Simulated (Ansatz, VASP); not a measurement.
# One calculation of SnGe2, two programs

```
Sn Ge
1.0
     0.00000    3.30990    3.30990
     3.30990    0.00000    3.30990
     3.30990    3.30990    0.00000
Sn Ge
1 2
Direct
  0.00000 0.00000 0.00000
  0.75000 0.75000 0.75000
  0.25000 0.25000 0.25000
```

Alike in both runs: functional LDA; k mesh 12 × 12 × 12; occupations fermi-dirac, width 0.15 eV; no spin polarisation.

Ansatz relaxed the structure, and its values are those at the end. VASP's run is a single point on that final structure, the one shown.

|  | VASP | Ansatz |
| --- | --- | --- |
| version | VASP 6.6.1 | Ansatz 0.2.0 |
| potentials or method | VASP PAW LDA potentials, release 64 (Sn_d, Ge_d) | scalar-relativistic, plane waves, PAW |
| plane-wave cutoff (eV) | 520 | 420 |
| valence electrons in the cell | 42 | 42 |

```csv
,VASP,Ansatz,Ansatz less VASP
gap on the k mesh at the Fermi level (eV),none,none,-
pressure (GPa),0.1,0.0,-0.06
```

A gap of «none» marks a metal or a gap that the smearing closes.
